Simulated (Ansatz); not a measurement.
Crystal: SnTe.

```
Te Sn
1.0
     0.00000    3.61115    3.61115
     3.61115    0.00000    3.61115
     3.61115    3.61115    0.00000
Te Sn
1 1
Cartesian
  1.8056 1.8056 1.8056
  0.0000 0.0000 0.0000
```

Measurements of this composition are mostly on another form, of space group No. 225.

| Quantity | Value |
| --- | --- |
| Program | Ansatz 0.2.0 |
| Task | relaxation of cell and atoms |
| Functional | PBEsol |
| Potentials or basis | Ansatz PAW |
| Cutoff | 420 eV (not typed: the program's choice for these potentials) |
| k mesh | 7 × 7 × 7 |
| Occupations | fermi-dirac, width 0.05 eV |
| Spin | no spin polarisation |

At the start: volume 47.09 Å³/atom.

Where does the relaxation end?

It ends after 4 steps and the volume is 44.43 Å³/atom (-5.7 %); space group F-43m (No. 216, to 0.05 Å).

The path:
```csv
step,energy change (eV),largest force (eV/Å),volume (Å³)
1,0.0000,0.0000,94.18
2,-0.0245,0.0000,89.12
3,-0.0246,0.0000,88.85
4,-0.0240,0.0000,88.85
```

Final structure:
```cif
data_structure
_symmetry_space_group_name_H-M 'P 1'
_symmetry_Int_Tables_number 1
_cell_length_a 5.0087
_cell_length_b 5.0087
_cell_length_c 5.0087
_cell_angle_alpha 60.000
_cell_angle_beta 60.000
_cell_angle_gamma 60.000
_cell_volume 88.85
loop_
_atom_site_label
_atom_site_type_symbol
_atom_site_fract_x
_atom_site_fract_y
_atom_site_fract_z
_atom_site_occupancy
Te1 Te 0.25000 0.25000 0.25000 1
Sn1 Sn 0.00000 0.00000 0.00000 1
```

Caveat: the plane-wave basis is chosen anew once the cell has moved, so the energies of steps on either side of that aren't comparable; the PAW data sets come from PBE, with cores solved anew for the run's functional, which leaves a small shift of forces and pressure.
